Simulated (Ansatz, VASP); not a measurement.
# Two plane-wave programs on Si2W

```
CELL_PARAMETERS angstrom
0.00000 2.94514 2.94514
2.94514 0.00000 2.94514
2.94514 2.94514 0.00000
ATOMIC_POSITIONS crystal
Si 0.25000 0.25000 0.25000
Si 0.75000 0.75000 0.75000
W 0.00000 0.00000 0.00000
```

Alike in both runs: functional PBE; k mesh 14 × 14 × 14; occupations gaussian, width 0.1 eV; no spin polarisation.

Ansatz relaxed the structure, and its values are those at the end. VASP's run is a single point on that final structure, the one shown.

```csv
,VASP,Ansatz
version,VASP 6.6.1,Ansatz 0.2.0
potentials or method,"VASP PAW PBE potentials, release 64 (Si, W_sv)","scalar-relativistic, plane waves, PAW"
plane-wave cutoff (eV),520,420
valence electrons in the cell,22,22
```

```tsv
	VASP	Ansatz	Ansatz less VASP
gap on the k mesh at the Fermi level (eV)	none	none	-
pressure (GPa)	0.0	0.0	-0.04
```

A gap of «none» marks a metal or a gap that the smearing closes.

Spin-orbit coupling is left out, which matters for the levels of W.
